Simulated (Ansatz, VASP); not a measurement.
**One calculation of BN, two programs**

```
N B
1.0
     0.00000    1.82501    1.82501
     1.82501    0.00000    1.82501
     1.82501    1.82501    0.00000
N B
1 1
Cartesian
  0.9125 0.9125 0.9125
  0.0000 0.0000 0.0000
```

Change from the starting cell: volume scaled by 1.02.

Alike in both runs: task single point; functional PBE; k mesh 13 × 13 × 13; occupations fermi-dirac, width 0.05 eV; no spin polarisation.

```csv
,VASP,Ansatz
version,VASP 6.6.1,Ansatz 0.2.0
potentials or method,"VASP PAW PBE potentials, release 64 (N, B), cutoff 520 eV","all-electron LAPW, scalar-relativistic"
```

|  | VASP | Ansatz | Ansatz less VASP |
| --- | --- | --- | --- |
| gap on the k mesh at the Fermi level (eV) | 4.50 | 4.51 | +0.008 |
| least direct gap on the mesh (eV) | 8.68 | 8.69 | +0.007 |
| pressure (GPa) | -7.3 | -7.5 | -0.20 |

Ansatz ran all-electron here, so the differences hold the error of VASP's frozen core and of both bases.

Caveats: an odd mesh through Γ misses points on the zone boundary, where band edges often lie.
